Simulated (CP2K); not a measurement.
Sb:

```
Sb
1.0
     4.50666    0.00000    0.00000
     2.44723    3.78432    0.00000
     2.44723    1.33179    3.54223
Sb
2
Direct
  0.76651 0.76651 0.76651
  0.23349 0.23349 0.23349
```

Base run:

```yaml
Program: CP2K 2026.2
Functional: LDA
Potentials_or_basis: POTENTIAL_UZH Sb GTH-PBE-q5; TZVP-MOLOPT-PBE-GTH basis
Density_cutoff: 9184 eV
k_mesh: 8 × 8 × 8
Occupations: fermi-dirac, width 0.05 eV
Spin: no spin polarisation
```

Its results: band gap on the k mesh none (metal or under the smearing width); pressure 2.6 GPa; largest force 0.335 eV/Å.

**Question.** The run is repeated on the same cell with these changes: functional from LDA to TPSS. What comes out?

**Answer.** Band gap on the k mesh none (metal or under the smearing width); pressure 4.1 GPa; largest force 0.158 eV/Å.

Caveats: the potentials were made for another functional, which shifts forces and pressure; spin-orbit coupling is left out, which moves the levels of the heavy elements; the basis of atomic orbitals isn't converged, which shifts pressures, moduli and gaps.
